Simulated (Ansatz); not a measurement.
## C: ab initio molecular dynamics

All numbers below come from DFT PBE+D3(BJ), scalar-relativistic, plane waves, PAW in Ansatz. The runs took a 420 eV cutoff, a shifted (0.5, 0.5, 0.5 steps) 4×4×4 mesh and Fermi–Dirac smearing (0.069 eV). The mesh is coarse. No spin polarisation.

18 atoms, starting at 1.02 times the perfect crystal's volume (space group Fmmm, not the usual structure, the cell as given, not relaxed at this level); Langevin thermostat at 800 K (friction 0.02 fs⁻¹), fixed cell; 38 steps of 4 fs. The run is short and not equilibrated. The time step is on the long side.

First frame:

```
CELL_PARAMETERS angstrom
1.23613 4.28217 3.37017
-1.23613 -4.28217 3.37017
4.94453 -2.14109 -3.37017
ATOMIC_POSITIONS crystal
C 0.72222 0.12963 0.85185
C 0.05556 0.90741 0.96296
C 0.38889 0.68518 0.07407
C 0.72222 0.79629 0.51852
C 0.05556 0.57407 0.62963
C 0.38889 0.35185 0.74074
C 0.72222 0.46296 0.18518
C 0.05556 0.24074 0.29630
C 0.38889 0.01852 0.40741
C 0.94444 0.75926 0.70370
C 0.27778 0.53704 0.81482
C 0.61111 0.31482 0.92593
C 0.94444 0.42593 0.37037
C 0.27778 0.20371 0.48148
C 0.61111 0.98148 0.59259
C 0.94444 0.09259 0.03704
C 0.27778 0.87037 0.14815
C 0.61111 0.64815 0.25926
```

| Item | Value |
| --- | --- |
| Mean temperature over the second half | 628 K |
| Mean pressure over the second half (kinetic part included) | -1.3 GPa |
| Mean potential energy above the perfect crystal (as given, at volume ratio 1; besides heat the difference comes from the volume, 2 % larger, and the crystal's own pressure of 3.4 GPa; its own run had another smearing, without effect beside its gap) | 87 meV/atom |
| Mean-square drift of C from first to last step (mean shift of all atoms removed) | 0.01 Å² |

Pair distribution functions g(r), second half of the run, up to half the cell's height:

```csv
r (Å),C-C
1.25,0.0
1.35,2.3
1.45,7.7
1.55,0.4
1.65,0.0
1.75,0.0
1.85,0.0
1.95,0.0
2.05,0.0
2.15,0.0
2.25,0.0
```

Along the run (potential energy from its first value; pressure with the kinetic part):

```csv
t (fs),T (K),ΔE_pot (meV/atom),P (GPa)
0.0,756,0.0,-1.3
4.0,410,69.7,0.0
8.0,329,81.3,-0.5
12.0,424,57.2,-1.1
16.0,358,74.6,-0.4
20.0,538,52.5,-1.4
24.0,526,67.4,-0.9
28.0,416,73.3,-0.3
32.0,579,60.1,-0.8
36.0,508,68.1,-1.2
40.0,597,71.6,-1.2
44.0,368,95.4,-1.1
48.0,571,75.9,-1.2
52.0,598,69.9,-0.9
56.0,624,66.5,-1.1
60.0,617,76.3,-1.3
64.0,458,102.1,-0.9
68.0,657,81.3,-1.4
72.0,513,104.5,-1.0
76.0,518,117.3,-1.3
80.0,584,96.5,-2.5
84.0,605,101.4,-2.0
88.0,602,107.7,-1.1
92.0,625,92.1,-1.2
96.0,733,68.8,-1.2
100.0,582,83.7,-0.2
104.0,707,72.2,0.0
108.0,818,56.5,-0.2
112.0,717,70.3,-0.2
116.0,704,67.3,-1.1
120.0,465,96.4,-1.4
124.0,519,101.0,-1.3
128.0,725,64.0,-2.3
132.0,591,73.7,-2.2
136.0,527,94.2,-1.7
140.0,689,83.1,-2.1
144.0,560,99.4,-1.4
148.0,633,104.6,-0.9
152.0,664,94.7,-1.2
```